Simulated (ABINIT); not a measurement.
Set up this calculation in ABINIT 10.8.3 (patched build), as the native input.

```yaml
Task: band structure
Functional: PBEsol
Potentials_or_basis: JTH PAW PBE v2.0
Cutoff: 517 eV
k_mesh: 12 × 12 × 12
Occupations: fermi-dirac, width 0.05 eV
Spin: no spin polarisation
Fine-grid_cutoff: 1034.03 eV
```

Crystal: W.

```
W
1.0
    -1.58234    1.58234    1.58234
     1.58234   -1.58234    1.58234
     1.58234    1.58234   -1.58234
W
1
Direct
  0.00000 0.00000 0.00000
```

These files were run (other wordings do the same):

run.abi

```
ndtset 2

pp_dirpath "./"
pseudos "W.GGA_PBE-JTH.xml"

acell 5.1791760466 5.1791760466 5.1791760466
rprim
    -0.5773502692     0.5773502692     0.5773502692
     0.5773502692    -0.5773502692     0.5773502692
     0.5773502692     0.5773502692    -0.5773502692
ntypat 1
znucl 74
natom 1
typat 1
xcart
     0.0000000000     0.0000000000     0.0000000000 Angstrom

ecut 19.0
pawecutdg 38.0
pawxcdev 0

ixc -116133

occopt 3
tsmear 0.00183747

nstep 100

iomode 3
prtwf 0
prteig 0
prtebands 0
enunit 1
prtden1 1

kptopt1 1
ngkpt1 12 12 12
nshiftk1 1
shiftk1 0.0 0.0 0.0
nband1 11
tolvrs1 1.0e-9

iscf2 -2
getden2 1
nband2 17
nbdbuf2 4
tolwfr2 1.0e-11
kptopt2 -5
ndivsm2 5
prteig2 1
prtvol2 -3
kptbounds2
     0.0000000000     0.0000000000     0.0000000000
     0.5000000000    -0.5000000000     0.5000000000
     0.0000000000     0.0000000000     0.5000000000
     0.0000000000     0.0000000000     0.0000000000
     0.2500000000     0.2500000000     0.2500000000
     0.5000000000    -0.5000000000     0.5000000000
```

Potentials or basis: JTH PAW PBE v2.0.

The run is started by

```console
$ abinit run.abi > log 2>&1
```

Results of the run:

```json
{"Pressure": "-2.5 GPa", "Band gap on the k mesh": "none (metal or under the smearing width)", "Valence electrons inside the program's atomic spheres": "W 11.76 (radii [1.2763] Å)"}
```

Caveat: the PAW data sets were made with another functional, which shifts forces and pressure a little; spin-orbit coupling is left out, which moves the levels of the heavy elements.

It took 18 s on 1 thread of Arm Neoverse V2, on a shared host, peak memory 0.1 GiB.
